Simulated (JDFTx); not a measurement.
BaF2 (Frankdicksonite):

```
CELL_PARAMETERS angstrom
0.00000 3.10005 3.10005
3.10005 0.00000 3.10005
3.10005 3.10005 0.00000
ATOMIC_POSITIONS crystal
Ba 0.00000 0.00000 0.00000
F 0.75000 0.75000 0.75000
F 0.25000 0.25000 0.25000
```

Program: JDFTx 1.7.0 (patched build). Alike in all runs: task single point; no spin polarisation; cell as given; smearing fermi-dirac 0.05 eV.

Q: Order these runs on this cell by their pressure, lowest first.
A. level BLYP; potentials or basis PseudoDojo-SR-PBE-0.5-standard; k mesh 8 × 8 × 8; cutoff (eV) 1143; mesh quality not flagged
B. level PBE; potentials or basis PseudoDojo-SR-PBE-0.5-standard; k mesh 5 × 5 × 5; cutoff (eV) 1143; mesh quality coarse
C. level r2SCAN; potentials or basis SG15-PBE-1.2; k mesh 3 × 3 × 3; cutoff (eV) 1088; mesh quality coarse

A: C (-0.4 GPa), B (1.1 GPa), A (3.2 GPa).

Caveats: some runs use coarse meshes; the potentials were made for another functional, which shifts forces and pressure (some runs).
